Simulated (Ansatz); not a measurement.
## PbS (Galena): single point with PBE

PbS (Galena):

```
CELL_PARAMETERS angstrom
0.00000 2.96575 2.96575
2.96575 0.00000 2.96575
2.96575 2.96575 0.00000
ATOMIC_POSITIONS crystal
Pb 0.00000 0.00000 0.00000
S 0.50000 0.50000 0.50000
```

- Program: Ansatz 0.2.0
- Task: single point
- Functional: PBE
- Potentials or basis: all-electron LAPW, scalar-relativistic
- Cutoff: 178 eV (chosen from the basis error)
- Basis error allowed: 0.001 eV/atom
- k mesh: 8 × 8 × 8
- Occupations: gaussian, width 0.013 eV
- Spin: no spin polarisation

The pressure is 2.2 GPa and the band gap on the k mesh is 0.36 eV, direct.

Levels at points of the mesh, in eV from the valence-band top:
| k point | band 23 | band 24 | band 25 | band 26 | band 27 | band 28 |
| --- | --- | --- | --- | --- | --- | --- |
| (0.00, 0.00, 0.00) | -2.18 | -2.18 | -2.18 | 5.21 | 5.21 | 5.21 |
| (0.00, 0.00, -0.50) | -1.79 | -1.79 | 0.00 | 0.36 | 1.95 | 1.95 |
| (0.00, -0.50, -0.50) | -5.21 | -3.45 | -3.45 | 3.85 | 5.57 | 5.68 |

Wall time 5.4 s on 1 thread of AMD EPYC 7R43 64-Core Processor (Zen 3), with other jobs on the host, peak memory 0.33 GiB.

Caveat: spin-orbit coupling is left out, which as a rule narrows the gap of such compounds by several tenths of an eV. A k mesh can miss the band edges.
